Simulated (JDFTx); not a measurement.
# CsBr under changes of volume

One of the cells (40.468 Å³/atom); the others are scaled copies at fixed shape and fractional positions:

```
Cs Br
1.0
     4.32562    0.00000    0.00000
     0.00000    4.32562    0.00000
     0.00000    0.00000    4.32562
Cs Br
1 1
Direct
  0.00000 0.00000 0.00000
  0.50000 0.50000 0.50000
```

The cell comes from a database or a generator and needn't be the stable form of this composition.

* Program: JDFTx 1.7.0 (patched build)
* Functional: PBEsol
* Potentials or basis: PseudoDojo-SR-PBEsol-0.4.1-standard with smoothed tails
* Cutoff: 680 eV
* Density cutoff: 5442 eV
* k mesh: 6 × 6 × 6
* Occupations: fermi-dirac, width 0.05 eV
* Spin: no spin polarisation

```tsv
volume (Å³/atom)	energy over the lowest point (meV/atom)	pressure (GPa)	gap on the mesh (eV)
38.040	0.00	0.0	4.46
38.850	?	?	?
39.659	2.84	-0.6	4.31
40.468	6.33	-0.8	4.23
41.278	10.96	-1.0	4.16
42.087	16.61	-1.2	4.09
42.896	23.12	-1.4	4.03
```

Question: What does the run at 38.850 Å³/atom give?

Answer: Energy over the lowest point 0.66 meV/atom; pressure -0.3 GPa; gap on the mesh 4.38 eV.

Worked out: A Birch-Murnaghan fit of order 3 (a polynomial in V^(-2/3)) to the other rows has its minimum at 38.11 Å³/atom with B0 = V·E''(V) = 15.8 GPa and B' = 5.2. It gives 0.67 meV/atom at 38.850 Å³/atom, against the run's 0.66, and -dE/dV = -0.3 GPa, against -0.3. A straight line through the other rows of the gap, of slope -3.61 eV per unit of ln V, gives 4.38 eV, against the run's 4.38.

Energies are extrapolated to zero smearing.

Caveats: spin-orbit coupling is left out, which moves the levels of the heavy elements.
